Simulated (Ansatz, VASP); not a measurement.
## Li2S in VASP and in Ansatz

```
Li S
1.0
     0.00000    2.82731    2.82731
     2.82731    0.00000    2.82731
     2.82731    2.82731    0.00000
Li S
2 1
Direct
  0.25000 0.25000 0.25000
  0.75000 0.75000 0.75000
  0.00000 0.00000 0.00000
```

Alike in both runs: functional PBEsol; k mesh 8 × 8 × 8; occupations gaussian, width 0.02 eV; no spin polarisation.

Ansatz relaxed the structure, and its values are those at the end. VASP's run is a single point on that final structure, the one shown.

|  | VASP | Ansatz |
| --- | --- | --- |
| version | VASP 6.6.1 | Ansatz 0.2.0 |
| potentials or method | VASP PAW PBE potentials, release 64 (Li_sv, S) | scalar-relativistic, plane waves, PAW |
| plane-wave cutoff (eV) | 520 | 420 |
| valence electrons in the cell | 12 | 12 |

|  | VASP | Ansatz | Ansatz less VASP |
| --- | --- | --- | --- |
| gap on the k mesh at the Fermi level (eV) | 3.20 | 3.20 | +0.001 |
| least direct gap on the mesh (eV) | 4.22 | 4.21 | -0.010 |

 As with any semilocal functional, this PBEsol gap is likely too small. A k mesh can miss the band edges.
